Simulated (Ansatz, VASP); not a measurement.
# Cross-check of InAs between VASP and Ansatz

Aim: how closely do two programs agree when they are given the same cell, functional and k mesh? The cell is taken from a series of VASP runs on this material, whose earlier steps may have relaxed, scaled or displaced it; both programs get it as it stands.

Main program and level: Ansatz 0.2.0; plane waves, with VASP 6.6.1 beside it; zone-centre phonons at PBE.

## 1. The structure

It takes space group F-43m (No. 216, cubic). Conventional cell: a = 6.189 Å, b = 6.189 Å, c = 6.189 Å, α = 90.00°, β = 90.00°, γ = 90.00°. Nearest to In lie 4 As at 2.68 Å. As has 4 In at 2.68 Å nearest. Farther neighbours are not listed.

## 2. Ansatz: zone-centre phonons, PBE

Ansatz runs on its default PAW (the set named soft_2) files.

Second derivatives magnify differences that forces hide, and they need a tight electronic threshold.

The input, input.yaml:

```yaml
crystal:
  lattice:
    - [0.0, 3.0947302699, 3.0947302699]
    - [3.0947302699, 0.0, 3.0947302699]
    - [3.0947302699, 3.0947302699, 0.0]
  atoms:
    - { symbol: In, position: [0.0, 0.0, 0.0] }
    - { symbol: As, position: [0.75, 0.75, 0.75] }
hamiltonian:
  xc: pbe
  pseudopotentials: { kind: paw }
kpoints:
  mp_grid: { grid: [10, 10, 10] }
scf:
  occupations: { method: gaussian, width: 0.05 }
phonons:
  method: dfpt
  qpoints: [[0, 0, 0]]
```

The run is started by

```console
> ansatz run input.yaml --threads 4 --pin off --max-ram 9216MiB --backend cpu --events-out ev --progress --plain --runs-dir out
```

Numbers of over 12 decimals in the logs are rounded to 6 here.

The program printed:

```text
zone centre: on kpoints.mp_grid the ground state, and the responses unless they are solved on pairs of k-points, stand on 102 of the mesh's 1000 k-points, reduced under 8 symmetry operations, with k and −k counted as one. Each operation leaves every solved displacement unchanged or reverses it
Engine: ansatz 0.2.0, aarch64-unknown-linux-gnu
Pseudopotentials: kind: paw
Pseudopotential: In, paw, valence charge 13, recommended cutoff 420 eV (normal), In.paw.azcp
Pseudopotential: As, paw, valence charge 15, recommended cutoff 420 eV (normal), As.paw.azcp
Functional definition: PBE
  parameter kappa = 0.804
  parameter beta = 0.066725
  exchange = pbe_x(kappa = kappa, mu = beta*pi^2/3)
  correlation = pbe_c(beta = beta)
Crystal: 2 atoms, lattice volume = 59.279 Å³
Basis set: ecut = 420 eV, 1139 PW (Γ), exchange–correlation on 60×60×60 points (8 copies of the dense FFT grid, shifted against one another)
Bands: 18, of which v1, the nominal top of the filled ones, is band 14 counted from 1 (13 counted from 0)
Symmetry: 24 space group operations
k-points: 102 of 1000 (irreducible under 8 space group operations, time reversal used)
Non-local potential: In, projectors of the file, l = 0: 2, l = 1: 2, l = 2: 2, l = 3: 2
Non-local potential: As, projectors of the file, l = 0: 2, l = 1: 2, l = 2: 3, l = 3: 1
PAW form: soft (Blöchl's): semilocal exchange-correlation on the pseudo side does not see the compensation charge
PAW one-centre angular grid: In, 590 points (default); XC on 64 Gauss nodes
PAW one-centre angular grid: As, 590 points (default); XC on 64 Gauss nodes
Initial density: superposition of atomic densities (neutral atoms: chi_scale 0, normalization atom), corrected by the library's trained network
Initial wavefunctions: pseudopotential atomic-orbital guess
Functional: x = pbe(κ = 0.804, μ = 0.219515), c = pbe(β = 0.066725)
SCF iter   1: F=—  HF=-10454.471584 eV  |F-HF|=—  |Δ(HF+E_count)|=         —  Δρ=2.49e-3  dr2=8.23e-3  ethr=1.77e-3  ⟨swp⟩=6.0  Hψ=8933  notcnv=0
preconditioner: auto → none  [insulator: Δε(μ)=0.726 eV  Ē_g=14.448 eV  σ=0.050 eV  W_gap=0.67  n_scr=14 (ndim 8)  ℏωp=20.5 eV  f_vac=0.124  D(μ)=0.06/eV (n_scr^D=0)  ε∞_Penn≈3.0]
SCF iter   2: F=—  HF=-10454.468528 eV  |F-HF|=—  |Δ(HF+E_count)|=   3.06e-3  Δρ=9.69e-4  dr2=6.85e-4  ethr=2.94e-5  ⟨swp⟩=2.0  Hψ=3966  notcnv=0
SCF iter   3: F=—  HF=-10454.468420 eV  |F-HF|=—  |Δ(HF+E_count)|=   1.08e-4  Δρ=2.91e-4  dr2=7.48e-5  ethr=2.44e-6  ⟨swp⟩=2.0  Hψ=2755  notcnv=0
SCF iter   4: F=—  HF=-10454.468477 eV  |F-HF|=—  |Δ(HF+E_count)|=   5.69e-5  Δρ=1.12e-4  dr2=9.80e-6  ethr=2.67e-7  ⟨swp⟩=2.0  Hψ=2237  notcnv=0
SCF iter   5: F=—  HF=-10454.468491 eV  |F-HF|=—  |Δ(HF+E_count)|=   1.44e-5  Δρ=3.35e-5  dr2=8.48e-7  ethr=3.50e-8  ⟨swp⟩=2.0  Hψ=3265  notcnv=0
SCF iter   6: F=—  HF=-10454.468490 eV  |F-HF|=—  |Δ(HF+E_count)|=   8.71e-7  Δρ=5.46e-6  dr2=1.43e-8  ethr=3.03e-9  ⟨swp⟩=2.0  Hψ=3265  notcnv=0
SCF iter   7: F=—  HF=-10454.468490 eV  |F-HF|=—  |Δ(HF+E_count)|=   3.41e-8  Δρ=9.88e-7  dr2=3.24e-10  ethr=5.09e-11  ⟨swp⟩=2.0  Hψ=3265  notcnv=0
SCF iter   8: F=—  HF=-10454.468490 eV  |F-HF|=—  |Δ(HF+E_count)|=  5.09e-10  Δρ=3.80e-7  dr2=5.24e-11  ethr=1.16e-12  ⟨swp⟩=2.0  Hψ=3265  notcnv=0
SCF iter   9: F=-10454.468490 eV  HF=-10454.468490 eV  |F-HF|=9.09e-12  |Δ(HF+E_count)|=  6.91e-11  Δρ=1.25e-7  dr2=4.98e-12  ethr=1.00e-12  ⟨swp⟩=6.0  Hψ=8186  notcnv=0
SCF 1 converged in 9 iterations: F = -10454.468490 eV  dr2 = 4.98e-12
  greatest PAW one-centre occupation: 0.999 electrons in one spin orbital (limit 2), on the As atom at site 1 (counted from 0), in its partial waves of l = 2
DFPT response loops at Γ: preconditioner auto → Kerker (q_TF=auto, 2.408 Å⁻¹) (partly filled bands, converged f_vac=0.115); β = 1.00, the filter's whole step (`scf.mixing.beta` (0.50) is not read by the response loops under this deck's `scf.mixing.preconditioner`; to damp them name `kerker` or `kerker_dos`, under which they read `scf.mixing.beta`, and type it under 1.00, their step now; both keys bind the ground state too); Broyden in place of MSR1
SCF converged after 9 iterations
Free energy (F): -10454.468490 eV
Harris-Foulkes:  -10454.468490 eV  (|F-HF|=9.09e-12)
Internal energy: -10454.468413 eV  (E = F + TS)
E sigma→0 (E₀):  -10454.468452 eV
Entropy (-TS):   -0.000078 eV (-0.039 meV/atom)
Fermi energy:    6.961966 eV
--- Per-component energies (eV) ---
  E_band       = -333.447363
  E_kinetic    = 345.248210
  E_local      = -3368.013468  (includes V_loc(G=0)·N_el)
  E_nonlocal   = -303.385250
  E_hartree    = 1621.256720
  E_xc         = -293.848247
  E_vxc        = -177.675807  (∫ρ·V_xc dr)
  E_paw        = -5990.600866  (= ΣΔE_a)
  E_vpaw       = -72.134388  (= ΣTr[D̂ρ^β])
  E_aug_tail   = 0.000034  (compensation charges beyond the density's cutoff)
  E_ewald      = -2465.125545
  E_smearing   = -0.000078  (= −TS)
  E_closure    = -0.000000  (closes the sum)
  Σ components = -10454.468490   (vs F -10454.468490, Δ=0.00e0)
--- Band table (eV; the first three rows and the last of 102) ---
  k-point 0: bands = [... 10 lower, -4.4890, 6.3958, 6.9467, 6.9467, 6.9467, 10.8276, 10.8276, 10.8276]
  k-point 1: bands = [... 10 lower, -4.3977, 5.3418, 6.8332, 6.8332, 7.6882, 10.8621, 10.9997, 10.9997]
  k-point 2: bands = [... 10 lower, -4.1389, 4.0041, 6.5753, 6.5753, 8.0364, 11.3528, 11.3528, 11.3967]
  k-point 101: bands = [... 10 lower, -2.7271, 1.5149, 4.3299, 4.4130, 10.5618, 10.5821, 12.4947, 13.3209]
--- Phonons (Γ-DFPT): 2 representative perturbations + reference, on 102 of 1000 k-points (Σ response iterations 6) ---
  k mesh reduced under 8 symmetry operations, with k and −k counted as one. Each operation leaves every solved displacement unchanged or reverses it
  ASR residual: 1.169e-4 → 0.000e0 eV/Å²; symmetrization residual: 4.634e-6 eV/Å²
  ASR residual per site (eV/Å²): 7.06e-5 1.17e-4
  Γ frequencies (cm⁻¹): 0.00 0.00 0.00 197.29 197.29 197.29
  non-analytic LO–TO correction: not included (Born effective charges unavailable; polar crystals: no LO–TO splitting at Γ)
--- Phonons (arbitrary-q DFPT): 1 explicit q-point ---
  q = [0, 0, 0] (of the zone-centre solve; hermiticity 1.43e-6, symmetrization 1.86e-13): -0.00 -0.00 0.00 197.29 197.29 197.29
  sum rule: each row above includes the acoustic sum rule's correction from the zone centre's row sums; it moved no ω² by more than (0.65 cm⁻¹)²
```

Wall time 11 s (4 threads of Arm Neoverse V1, shared host); peak memory 0.65 GiB; 39 s of CPU time.

The column dr2 measures how far the density is from self-consistency, as an energy; F and HF (Harris–Foulkes) agree once it is small.

(Continued in part 2 of 2.)

[Lines on the potential files, build, host, timing and source positions are cut from VASP's logs without a mark.]

[Logs are printed without paths, hosts, clocks, repeated set-up lines and the standing remarks that a program may print on its own settings, such as how far it seeks lower states.]

[Hosts, paths, dates, database ids (printed as entryN), source tags and the programs' standing remarks are cut or masked in the printed files.]
